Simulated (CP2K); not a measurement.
Crystal: CdS (Hawleyite).

```xyz
2
Lattice="4.1246 0.0000 0.0000 2.0623 3.5720 0.0000 2.0623 1.1907 3.3677" Properties=species:S:1:pos:R:3 pbc="T T T"
Cd    0.0000    0.0000    0.0000
S     6.1868    3.5720    2.5258
```

Base run:

```yaml
Program: CP2K 2026.2
Functional: PBE
Potentials_or_basis: POTENTIAL_UZH Cd GTH-PBE-q12, S GTH-PBE-q6; TZVP-MOLOPT-PBE-GTH basis
Density_cutoff: 6123 eV
k_mesh: 8 × 8 × 8
Occupations: fermi-dirac, width 0.05 eV
Spin: no spin polarisation
```

Its results: band gap on the k mesh 1.14 eV, direct.

Problem. The run is repeated on the same cell with these changes: functional from PBE to TB-mBJ; density cutoff from 6123 eV to 9184 eV; cutoff of the grids from 450 Ry to 675 Ry. What comes out?

Solution. Band gap on the k mesh 0.98 eV, direct.

Caveats: the basis of atomic orbitals isn't converged, which shifts pressures, moduli and gaps; this is a model potential without an energy functional, so only levels have meaning (some runs).

Not every run made on this cell is shown here.
